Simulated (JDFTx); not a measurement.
Nb under changes of volume

One of the cells (18.428 Å³/atom); the others are scaled copies at fixed shape and fractional positions:

```
CELL_PARAMETERS angstrom
-1.66395 1.66395 1.66395
1.66395 -1.66395 1.66395
1.66395 1.66395 -1.66395
ATOMIC_POSITIONS crystal
Nb 0.00000 0.00000 0.00000
```

* Program: JDFTx 1.7.0 (patched build)
* Functional: PBE
* Potentials or basis: PseudoDojo-SR-PBE-0.5-standard
* Cutoff: 1116 eV
* Density cutoff: 4463 eV
* k mesh: 11 × 11 × 11
* Occupations: fermi-dirac, width 0.05 eV
* Spin: no spin polarisation

```csv
volume (Å³/atom),energy over the lowest point (meV/atom),pressure (GPa)
17.322,25.86,9.5
17.691,8.51,5.4
18.060,0.10,1.7
18.428,0.00,-1.8
18.797,7.59,-5.0
19.165,?,?
19.534,43.31,-10.5
```

Task: What does the run at 19.165 Å³/atom give?

Result: Energy over the lowest point 22.23 meV/atom; pressure -7.9 GPa.

Worked out: A Birch-Murnaghan fit of order 3 (a polynomial in V^(-2/3)) to the other rows has its minimum at 18.25 Å³/atom with B0 = V·E''(V) = 171 GPa and B' = 2.9. It gives 22.16 meV/atom at 19.165 Å³/atom, against the run's 22.23, and -dE/dV = -7.8 GPa, against -7.9.

Energies are extrapolated to zero smearing.
